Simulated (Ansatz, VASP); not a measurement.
**WC in VASP and in Ansatz**

Contents of INCAR:

```
PREC     = Accurate       # precision mode
ENCUT    = 520            # plane-wave cutoff, eV
EDIFF    = 1E-7           # SCF threshold, eV
ISMEAR   = 0              # smearing method
SIGMA    = 0.1            # smearing width, eV
LREAL    = False          # projectors in reciprocal space
LASPH    = True           # aspherical terms in the spheres
NELM     = 100            # most SCF steps
ALGO     = Normal         # electronic algorithm
ISIF     = 2              # what is computed and relaxed
LWAVE    = False          # write WAVECAR
LCHARG   = True           # write CHGCAR
GGA      = PE             # functional
LELF     = True           # ELF
LVHAR    = True         
NBANDS   = 16             # bands
```

Contents of KPOINTS:

```
regular mesh
0
Gamma
  10 10 10
```

File POSCAR:

```
WC
1.0
    0.0000000000      2.1926840000      2.1926840000
    2.1926840000      0.0000000000      2.1926840000
    2.1926840000      2.1926840000      0.0000000000
W C
1 1
Direct
    0.0000000000      0.0000000000      0.0000000000
    0.5000000000      0.5000000000      0.5000000000
```

Contents of input.yaml:

```yaml
crystal:
  lattice:
    - [0.0, 2.192684, 2.192684]
    - [2.192684, 0.0, 2.192684]
    - [2.192684, 2.192684, 0.0]
  atoms:
    - { symbol: W, position: [0.0, 0.0, 0.0] }
    - { symbol: C, position: [0.5, 0.5, 0.5] }
kpoints:
  mp_grid: { grid: [10, 10, 10] }
scf:
  occupations: { method: gaussian, width: 0.1 }
hamiltonian:
  xc: pbe
  pseudopotentials: { kind: all_electron, lapw: { basis_error: 0.001 } }
output:
  forces: true
  stress: true
  eigenvalues: true
```

Measurements of this composition are mostly on another form, of space group No. 187.

Alike in both runs: task single point; functional PBE; k mesh 10 × 10 × 10; occupations gaussian, width 0.1 eV; no spin polarisation.

|  | VASP | Ansatz |
| --- | --- | --- |
| version | VASP 6.6.1 | Ansatz 0.2.0 |
| potentials or method | VASP PAW PBE potentials, release 64 (W_sv, C) | all-electron LAPW, scalar-relativistic |
| plane-wave cutoff (eV) | 520 | see its input |

```tsv
	VASP	Ansatz	Ansatz less VASP
gap on the k mesh at the Fermi level (eV)	none	none	-
pressure (GPa)	-0.6	-1.4	-0.84
```

A gap of «none» marks a metal or a gap that the smearing closes. Ansatz ran all-electron here, so the differences hold the error of VASP's frozen core and of both bases.

Spin-orbit coupling is left out, which matters for the levels of W.
